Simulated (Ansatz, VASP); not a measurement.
**ZrS: VASP beside Ansatz**

```xyz
2
Lattice="0.0000 2.5863 2.5863 2.5831 0.0032 2.5831 2.5831 2.5831 0.0032" Properties=species:S:1:pos:R:3 pbc="T T T"
Zr    0.0000    0.0000    0.0000
S     2.5831    2.5863    2.5863
```

Change from the starting cell: strain +0.0025 x Voigt [0, 0, 0, 1, 0, 0], atoms carried along.

Alike in both runs: task single point; functional PBEsol; k mesh 20 × 20 × 20; occupations gaussian, width 0.15 eV; no spin polarisation.

|  | VASP | Ansatz |
| --- | --- | --- |
| version | VASP 6.6.1 | Ansatz 0.2.0 |
| potentials or method | VASP PAW PBE potentials, release 64 (Zr_sv, S) | scalar-relativistic, plane waves, PAW |
| plane-wave cutoff (eV) | 520 | 420 |
| valence electrons in the cell | 18 | 18 |

Ansatz gave:

- gap on the k mesh at the Fermi level (eV): none
- pressure (GPa): 0.0
- largest component of the traceless stress (GPa): 0.08

Task: Which values does VASP return?

Result: gap on the k mesh at the Fermi level (eV): none; pressure (GPa): 0.2; largest component of the traceless stress (GPa): 0.07.

A gap of «none» marks a metal or a gap that the smearing closes. With one functional, cell and mesh, what is left measures potentials, basis and numerics.

Caveats: the PAW data sets were made with another functional, which shifts forces and pressure a little (VASP).
